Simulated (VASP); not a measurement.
**LiH in VASP: the effect of dispersion**

The system is LiH.

```
Li H
1.0
     2.50699    0.00000    0.00000
     0.00000    2.50699    0.00000
     0.00000    0.00000    2.50699
Li H
1 1
Cartesian
  1.2535 1.2535 1.2535
  0.0000 0.0000 0.0000
```

The cell was built by a generator and needn't be a form met in nature.

Alike in all runs:

| Item | Value |
| --- | --- |
| Program | VASP 6.6.1 |
| Task | relaxation of cell and atoms |
| Functional | RPBE |
| Potentials or basis | VASP PAW PBE potentials, release 64 (Li_sv, H) |
| Cutoff | 600 eV |
| k mesh | 11 × 11 × 11 |
| Occupations | fermi-dirac, width 0.05 eV |
| Spin | no spin polarisation |

Each run relaxes the cell or the atoms first.

```csv
dispersion,relaxed volume (Å³/atom),gap on the mesh (eV)
none,?,?
D3,7.37,1.34
D3(BJ),5.05,1.26
D4,7.88,1.33
```

**Question.** What does the run with dispersion none give?

**Answer.** Relaxed volume 8.14 Å³/atom; gap on the mesh 1.32 eV.

Caveats: the cutoff is under 1.25 times the usual one of these potentials, so pressure, stress and relaxed cells hold a basis-set (Pulay) error; the PAW data sets were made with another functional, which shifts forces and pressure a little; an odd mesh through Γ misses points on the zone boundary, where band edges often lie; the volume moved by over 15 % at a fixed basis, so the end points are rough (some runs); the relaxation stopped at its first step, so nothing moved (some runs).

Runs at the PBE level aren't shown here.
